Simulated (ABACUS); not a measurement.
Set up this calculation in ABACUS 3.10.1, as the native input.

- Task: single point
- Functional: SCAN
- Potentials or basis: SG15 ONCV 1.2 PBE
- Cutoff: 1361 eV
- Density cutoff: 5442 eV
- Basis: DZP LCAO (the cutoffs set its grid)
- k mesh: 8 × 8 × 8
- Occupations: fermi-dirac, width 0.05 eV
- Spin: collinear spin, ferromagnetic start
- Starting moments: [1.0, 0.0] μB
- Orbital files: Ni Ni_confined-atom_7au_3s2p2d1f.orb, O O_confined-atom_6au_2s2p1d.orb
- Radial cutoff of the potentials (pseudo_rcut): 10 bohr
- SCF threshold on the density: 1e-07
- Max SCF steps: 100
- Eigensolver: genelpa
- Mixing: broyden
- Mixing share: 0.4
- Symmetry key: 1

The system is NiO.

```
Ni O
1.0
     0.00000    2.08590    2.08590
     2.08590    0.00000    2.08590
     2.08590    2.08590    0.00000
Ni O
1 1
Direct
  0.00000 0.00000 0.00000
  0.50000 0.50000 0.50000
```

These files were run (other wordings do the same):

INPUT

```
INPUT_PARAMETERS
suffix              NiO
calculation         scf
basis_type          lcao
pseudo_dir          ./
orbital_dir         ./
symmetry            1
dft_functional      scan
ecutwfc             100
pseudo_rcut         10
nspin               2
nbands              23
ks_solver           genelpa
smearing_method     fd
smearing_sigma      0.00367493
scf_thr             1e-07
scf_nmax            100
mixing_type         broyden
mixing_beta         0.4
cal_force           1
cal_stress          1
mixing_tau          1
out_mul             1
out_chg             1
```

STRU

```
ATOMIC_SPECIES
Ni 58.6934 Ni_ONCV_PBE-1.2.upf
O 15.9990 O_ONCV_PBE-1.2.upf

NUMERICAL_ORBITAL
Ni_confined-atom_7au_3s2p2d1f.orb
O_confined-atom_6au_2s2p1d.orb

LATTICE_CONSTANT
1.8897261246

LATTICE_VECTORS
0.0000000000 2.0859016414 2.0859016414
2.0859016414 0.0000000000 2.0859016414
2.0859016414 2.0859016414 0.0000000000

ATOMIC_POSITIONS
Cartesian

Ni
0.0
1
0.0000000000 0.0000000000 0.0000000000 1 1 1 mag 1

O
0.0
1
2.0859016414 2.0859016414 2.0859016414 1 1 1 mag 0
```

KPT

```
K_POINTS
0
Gamma
8 8 8 0 0 0
```

Potentials or basis: SG15 ONCV 1.2 PBE, DZP LCAO (the cutoffs set its grid).

The run is started by

```sh
$ OMP_NUM_THREADS=1 mpirun -np 4 abacus > log
```

Results of the run:

| Item | Value |
| --- | --- |
| Pressure | 2.5 GPa |
| Band gap on the k mesh | 0.90 eV, indirect (least direct gap 1.96 eV) |
| Net moment | 2.00 μB per cell |
| Absolute moment | 2.01 μB per cell |
| Site moments | Ni +1.72; O +0.28 μB |
| Mulliken charges | Ni +0.65; O -0.65 e |

Caveat: the atomic orbitals were generated for these runs and aren't a published set; Mulliken charges move with the basis; the potentials were made for another functional, which shifts forces and pressure; the basis of atomic orbitals isn't converged, which shifts pressures, moduli and gaps; a cell with one magnetic atom can't hold antiferromagnetic order, which such compounds often take.

It took 52 s on 4 MPI ranks on Intel(R) Xeon(R) Platinum 8488C (Sapphire Rapids), with other jobs on the host, peak memory 0.44 GiB a rank.
